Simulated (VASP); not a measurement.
Here is a VASP 6.6.1 calculation.

INCAR

```
PREC = Accurate
ENCUT = 520
EDIFF = 1E-7
ISMEAR = 0
SIGMA = 0.1
LREAL = False
LASPH = True
NELM = 60
ALGO = Normal
ISIF = 3
LWAVE = False
LCHARG = False
GGA = PE
IBRION = 2
NSW = 80
EDIFFG = -0.002
KPAR = 4
```

The input KPOINTS:

```
regular mesh
0
Gamma
  6 6 6
```

Contents of POSCAR:

```
Si2W                                    
1.0
   -1.6147793768      1.6147793768      3.9323450731
    1.6147793768     -1.6147793768      3.9323450731
    1.6147793768      1.6147793768     -3.9323450731
  Si              W             
     2     1
Direct
     0.3344703788166158    0.3344703788166158    0.0000000000000000
     0.6655296211833841    0.6655296211833841    0.0000000000000000
     0.0000000000000000    0.0000000000000000    0.0000000000000000
```

Potentials or basis: VASP PAW PBE potentials, release 64 (Si, W_sv).

The run is started by

```sh
$ cat potpaw_PBE.64/Si/POTCAR potpaw_PBE.64/W_sv/POTCAR > POTCAR
$ mpirun -np 4 vasp_std > vasp.out
```

Problem. Estimate the band gap on the k mesh.

Solution. None (metal or under the smearing width).

Final structure:
```xyz
3
Lattice="-1.6148 1.6148 3.9323 1.6148 -1.6148 3.9323 1.6148 1.6148 -3.9323" Properties=species:S:1:pos:R:3 pbc="T T T"
Si    0.0000    0.0000    2.6305
Si    0.0000    0.0000    5.2342
W     0.0000    0.0000    0.0000
```

Caveat: the k mesh is coarse (spacing up to 0.46 Å⁻¹), so the values aren't converged; the relaxation stopped at its first step, so nothing moved. Spin-orbit coupling is left out, which matters for the levels of W.
